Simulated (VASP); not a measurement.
# Rh (Fm-3m) in VASP: a series of runs, part 2 of 2

VASP 6.6.1. Earlier steps stand in the parts before.

### Step 3. Relaxation of cell and atoms, PBE

This run uses another cell than the first one, of 14.42 Å³/atom, 1.055 times its volume.

INCAR

```
SYSTEM = Rh
  ALGO = Normal
  EDIFF = 1E-7
  EDIFFG = -0.002
  ENCUT = 520
  GGA = PE
  IBRION = 2
  ISIF = 3
  ISMEAR = 0
  LASPH = .True.
  LCHARG = .False.
  LREAL = .False.
  LWAVE = .False.
  NELM = 80
  NSW = 80
  PREC = Accurate
  SIGMA = 1.0
```

KPOINTS

```
k-points
0
Gamma
  18 18 18
  0 0 0
```

POSCAR

```
Rh                                      
1.0
   -0.0000000000      1.9320035781      1.9320035781
    1.9320035781     -0.0000000000      1.9320035781
    1.9320035781      1.9320035781      0.0000000000
  Rh            
     1
Direct
     0.0000000000000000    0.0000000000000000    1.0000000000000000
```

Potentials or basis: VASP PAW PBE potentials, release 64 (Rh_pv).

The run is started by

```bash
> cat potpaw_PBE.64/Rh_pv/POTCAR > POTCAR
> mpirun -np 1 vasp_std > vasp.out
```

OUTCAR:

```text
SYSTEM = Rh
   EDIFF = 1E-7
   EDIFFG = -0.002
   ENCUT = 520
   GGA = PE
   IBRION = 2
   ISIF = 3
   ISMEAR = 0
   LASPH = .True.
   LREAL = .False.
   NELM = 80
   NSW = 80
   PREC = Accurate

 ion  position               nearest neighbor table
   1  0.000  0.000  0.000-

  LATTYP: Found a face centered cubic cell.
 ALAT       =     3.8640071562

  Lattice vectors:

 A1 = (   0.0000000000,   1.9320035781,   1.9320035781)
 A2 = (   1.9320035781,   0.0000000000,   1.9320035781)
 A3 = (   1.9320035781,   1.9320035781,   0.0000000000)

Analysis of symmetry for initial positions (statically):
=====================================================================
 Subroutine PRICEL returns:
 Original cell was already a primitive cell.

 Routine SETGRP: Setting up the symmetry group for a
 face centered cubic supercell.

 Subroutine GETGRP returns: Found 48 space group operations
 (whereof 48 operations were pure point group operations)
 out of a pool of 48 trial point group operations.

The static configuration has the point symmetry O_h .

Analysis of symmetry for dynamics (positions and initial velocities):
=====================================================================
 Subroutine PRICEL returns:
 Original cell was already a primitive cell.

 Routine SETGRP: Setting up the symmetry group for a
 face centered cubic supercell.

 Subroutine GETGRP returns: Found 48 space group operations
 (whereof 48 operations were pure point group operations)
 out of a pool of 48 trial point group operations.

The dynamic configuration has the point symmetry O_h .

 Subroutine INISYM returns: Found 48 space group operations
 (whereof 48 operations are pure point group operations),
 and found     1 'primitive' translations

----------------------------------------------------------------------------------------

                                     Primitive cell

  volume of cell :      14.4229

  direct lattice vectors                    reciprocal lattice vectors
     0.000000000  1.932003578  1.932003578    -0.258798693  0.258798693  0.258798693
     1.932003578  0.000000000  1.932003578     0.258798693 -0.258798693  0.258798693
     1.932003578  1.932003578  0.000000000     0.258798693  0.258798693 -0.258798693

  length of vectors
     2.732265663  2.732265663  2.732265663     0.448252484  0.448252484  0.448252484

  position of ions in fractional coordinates (direct lattice)
     0.000000000  0.000000000  0.000000000

  ion indices of the primitive-cell ions
   primitive index   ion index
                 1           1

----------------------------------------------------------------------------------------

 KPOINTS: k-points

Automatic generation of k-mesh.
 Grid dimensions read from file:
 generate k-points for:   18   18   18

 Generating k-lattice:

  Cartesian coordinates                     Fractional coordinates (reciprocal lattice)
    -0.014377705  0.014377705  0.014377705     0.055555556  0.000000000  0.000000000
     0.014377705 -0.014377705  0.014377705     0.000000000  0.055555556  0.000000000
     0.014377705  0.014377705 -0.014377705     0.000000000  0.000000000  0.055555556

[... 48 lines left out ...]
   ISTART =      0    job   : 0-new  1-cont  2-samecut
   ICHARG =      2    charge: 1-file 2-atom 10-const
   ISPIN  =      1    spin polarized calculation?
   LNONCOLLINEAR =      F non collinear calculations
   LSORBIT =      F    spin-orbit coupling
   LASPH  =      T    aspherical Exc in radial PAW
   ENCUT  =  520.0 eV  38.22 Ry    6.18 a.u.   5.08  5.08  5.08*2*pi/ulx,y,z
   NELM   =     80;   NELMIN=  2; NELMDL= -5     # of ELM steps
   EDIFF  = 0.1E-06   stopping-criterion for ELM
   LREAL  =      F    real-space projection
   EDIFFG = -.2E-02   stopping-criterion for IOM
   NSW    =     80    number of steps for IOM
   IBRION =      2    ionic relax: 0-MD 1-quasi-New 2-CG
   NFREE  =      1    steps in history (QN), initial steepest desc. (CG)
   ISIF   =      3    stress and relaxation
   ISYM   =      2    0-nonsym 1-usesym 2-fastsym
   POTIM  = 0.5000    time-step for ionic-motion
   TEBEG  =    0.0;   TEEND  =   0.0 temperature during run
   PSTRESS=    0.0 pullay stress
   NELECT =      15.0000    total number of electrons
   NUPDOWN=      -1.0000    fix difference up-down
   EMIN   =  10.00;   EMAX   =-10.00  energy-range for DOS
   EFERMI =   0.00;   METHOD = LEGACY
   ISMEAR =     0;   SIGMA  =   1.00  broadening in eV -4-tet -1-fermi 0-gaus
   EFERMI_NEDOS =   21; number of points for ismear=-14 and -15
   IALGO  =     38    algorithm
   IMIX   =      4    mixing-type and parameters
     AMIX     =   0.40;   BMIX     =  1.00
     AMIX_MAG =   1.60;   BMIX_MAG =  1.00
  volume/ion in A,a.u.               =      14.42        97.33
  Fermi-wavevector in a.u.,A,eV,Ry     =   1.658647  3.134389 37.431126  2.751110
  Thomas-Fermi vector in A             =   2.746192
   LORBIT       =      0    0 simple, 1 ext, 2 COOP (PROOUT), +10 PAW based schemes
   GGA     = PE    functional components
   LHFCALC =     F    Hartree Fock is set to
   AEXX    =    0.0000 exact exchange contribution
   IVDW    =     0    specifies the selected vdW correction
   LEPSILON=     F    determine dielectric tensor
   LRPA    =     F    only Hartree local field effects (RPA)
 conjugate gradient relaxation of ions
 non-spin polarized calculation
 Gauss-broadening in eV      SIGMA  =   1.00
  energy-cutoff  :      520.00
  volume of cell :       14.42
 maximum number of plane-waves:       397
   NGX = 11   NGY = 11   NGZ = 11

--------------------------------------- Ionic step        1  -------------------------------------------

 number of electron      14.9999995 magnetization

 Free energy of the ion-electron system (eV)
  ---------------------------------------------------
  ext. energy  EPLUGINS =         0.00000000
  ---------------------------------------------------
  free energy    TOTEN  =        -7.61818071 eV

  energy without entropy =       -6.91651061  energy(sigma->0) =       -7.26734566

------------------------ aborting loop because EDIFF is reached ----------------------------------------

  FORCE on cell =-STRESS in cart. coord.  units (eV):
  Direction    XX          YY          ZZ          XY          YZ          ZX
  --------------------------------------------------------------------------------------
  -------------------------------------------------------------------------------------
  Total       -0.0048065     -0.0048065     -0.0048065      0.0000000      0.0000000     -0.0000000
  in kB       -0.5339286     -0.5339286     -0.5339286      0.0000000      0.0000000     -0.0000000
  external PRESSURE =      -0.5339286 kB  Pullay stress =       0.0000000 kB
[... 57 lines left out ...]
--------------------------------------- Ionic step        3  -------------------------------------------

 number of electron      14.9999995 magnetization

 Free energy of the ion-electron system (eV)
  ---------------------------------------------------
  ext. energy  EPLUGINS =         0.00000000
  ---------------------------------------------------
  free energy    TOTEN  =        -7.61818151 eV

  energy without entropy =       -6.91679214  energy(sigma->0) =       -7.26748682

 E-fermi :  11.0529     XC(G=0): -13.7210

 val. band max:       11.0452570760   @ k =  -0.3333   0.3333   0.0000
 cond. band min:      11.0535055509   @ k =  -0.4444   0.4444   0.1111
 fundamental gap:      0.0082484748
 Fermi energy:        11.0529165500

 k-point     1 :       0.0000    0.0000    0.0000
  band No.  band energies     occupation
      1     -35.1826      2.00000
      2     -35.1826      2.00000
      3     -35.1826      2.00000
      4       3.4418      2.00000
      5       8.2361      1.99993
      6       8.2361      1.99993
      7       8.2361      1.99993
      8      10.1629      1.79186
      9      10.1629      1.79186
     10      27.0775      0.00000
     11      31.8252      0.00000
[... 309 lines left out ...]
 k-point    24 :      -0.2222    0.0556    0.0000
  band No.  band energies     occupation
      1     -35.4823      2.00000
      2     -35.2442      2.00000
      3     -35.2172      2.00000
      4       5.2328      2.00000
      5       7.9006      1.99999
      6       8.5973      1.99948
      7       8.6489      1.99933
      8       9.9946      1.86551
      9      10.6246      1.45529
     10      26.1617      0.00000
     11      28.5812      0.00000

 [... further k-points ...]

------------------------ aborting loop because EDIFF is reached ----------------------------------------

  FORCE on cell =-STRESS in cart. coord.  units (eV):
  Direction    XX          YY          ZZ          XY          YZ          ZX
  --------------------------------------------------------------------------------------
  -------------------------------------------------------------------------------------
  Total        0.0011686      0.0011686      0.0011686      0.0000000      0.0000000      0.0000000
  in kB        0.1298534      0.1298534      0.1298534      0.0000000      0.0000000      0.0000000
  external PRESSURE =       0.1298534 kB  Pullay stress =       0.0000000 kB
[... 16 lines left out ...]
  FREE ENERGIE OF THE ION-ELECTRON SYSTEM (eV)
  ---------------------------------------------------
  free  energy   TOTEN  =        -7.6181815080 eV

  energy  without entropy=       -6.9167921393  energy(sigma->0) =       -7.26748682

 reached required accuracy - stopping structural energy minimisation
```

Run time: 18 s. Hardware: 1 thread of Intel Xeon 6975P-C (Granite Rapids), shared host; peak memory 0.14 GiB.

Results:

```yaml
Free_energy: -7.6182 eV
Relaxed_volume: 14.42 Å³/atom
Relaxed_cell: a = 2.732 Å, b = 2.732 Å, c = 2.732 Å, α = 60.00°, β = 60.00°, γ = 60.00°
Space_group_after_relaxing_to_0.05_Å: Fm-3m (No. 225)
Energy_gained_by_relaxing: 0.0 meV/atom
Ionic_steps: 3
Pressure_after_relaxing: 0.0 GPa
Band_gap_on_the_k_mesh: none (metal or under the smearing width)
```

Final structure:
```cif
data_structure
_symmetry_space_group_name_H-M 'P 1'
_symmetry_Int_Tables_number 1
_cell_length_a 2.7320
_cell_length_b 2.7320
_cell_length_c 2.7320
_cell_angle_alpha 60.000
_cell_angle_beta 60.000
_cell_angle_gamma 60.000
_cell_volume 14.42
loop_
_atom_site_label
_atom_site_type_symbol
_atom_site_fract_x
_atom_site_fract_y
_atom_site_fract_z
_atom_site_occupancy
Rh1 Rh 0.00000 0.00000 0.00000 1
```

Levels at points of the mesh, in eV from the Fermi level:
```
           k point  band 4  band 5  band 6  band 7  band 8  band 9  band 10  band 11
(0.00, 0.00, 0.00)   -7.61   -2.82   -2.82   -2.82   -0.89   -0.89    16.02    20.77
(0.50, 0.00, 0.00)   -5.70   -2.89   -2.89    0.57    0.57    0.79     8.20    15.50
(0.50, 0.50, 0.00)   -5.87   -5.50    0.53    0.96    0.96    3.22    11.70    13.05
```
